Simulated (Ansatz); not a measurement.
A surface is cut from this relaxed crystal of NbP:

```cif
data_structure
_symmetry_space_group_name_H-M 'I4_1md'
_symmetry_Int_Tables_number 109
_cell_length_a 3.3203
_cell_length_b 3.3203
_cell_length_c 11.2904
_cell_angle_alpha 90.000
_cell_angle_beta 90.000
_cell_angle_gamma 90.000
_cell_volume 124.47
loop_
_atom_site_label
_atom_site_type_symbol
_atom_site_symmetry_multiplicity
_atom_site_Wyckoff_symbol
_atom_site_fract_x
_atom_site_fract_y
_atom_site_fract_z
_atom_site_occupancy
Nb1 Nb 4 a 0.50000 0.50000 0.00019 1
P1 P 4 a 0.00000 0.00000 0.08244 1
```

Miller indices refer to the conventional cell of I4_1md (No. 109), a = 3.320 Å, b = 3.320 Å, c = 11.290 Å, α = 90.00°, β = 90.00°, γ = 90.00°.

Consider the (001) slab of 8 planes, 10.4 Å thick with 15 Å of vacuum as cut; outer planes Nb (top) and P (bottom), all atoms relaxed.

Level of theory: Ansatz, DFT PBEsol, scalar-relativistic, plane waves, PAW. Plane waves to 420 eV, a k mesh through Γ of 10×10×1 on the computed 8-atom cell and Gaussian smearing (0.10 eV); no spin polarisation. A dipole correction removes the field between periodic images along c.

Problem. Give the surface energy (mean of both faces).

Solution. 4.42 J/m².

Problem. Give the work function.

Solution. 3.73 eV (top), 5.58 eV (bottom).

Problem. Estimate the dipole of the slab along +c, per cell.

Solution. 0.11 e·Å.

Problem. The top two planes lie 1.894 Å apart in the bulk. How does relaxation change this?

Solution. The spacing becomes 1.747 Å (-7.7 %).